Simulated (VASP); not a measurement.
BaZrO3:

```
Ba Zr O
1.0
     4.21239    0.00000    0.00000
     0.00000    4.21239    0.00000
     0.00000    0.00000    4.21239
Ba Zr O
1 1 3
Direct
  0.00000 0.00000 0.00000
  0.50000 0.50000 0.50000
  0.50000 0.50000 0.00000
  0.50000 0.00000 0.50000
  0.00000 0.50000 0.50000
```

The cell was built by a generator and isn't the measured one.

* Program: VASP 6.6.1
* Task: relaxation of cell and atoms
* Functional: PBEsol
* Potentials or basis: VASP PAW PBE potentials, release 64 (Ba_sv, Zr_sv, O)
* Cutoff: 600 eV
* k mesh: 6 × 6 × 6
* Occupations: gaussian, width 0.02 eV
* Spin: no spin polarisation

At the start: pressure -2.6 GPa; volume 14.95 Å³/atom.

**Question.** How do energy, volume and symmetry change on relaxing?

**Answer.** Over 3 steps the energy falls by 2.0 meV/atom and the volume is 14.71 Å³/atom (-1.6 %); space group Pm-3m (No. 221, to 0.05 Å).

The path:
```tsv
step	energy change (eV)	largest force (eV/Å)	pressure (GPa)	volume (Å³)
1	0.0000	0.0000	-2.59	74.75
2	0.0032	0.0000	3.18	72.16
3	-0.0100	0.0000	-0.01	73.53
```

Final structure:
```
Ba Zr O
1.0
     4.18934    0.00000    0.00000
     0.00000    4.18934    0.00000
     0.00000    0.00000    4.18934
Ba Zr O
1 1 3
Direct
  0.00000 0.00000 0.00000
  0.50000 0.50000 0.50000
  0.50000 0.50000 0.00000
  0.50000 0.00000 0.50000
  0.00000 0.50000 0.50000
```

Caveat: the PAW data sets were made with another functional, which shifts forces and pressure a little.
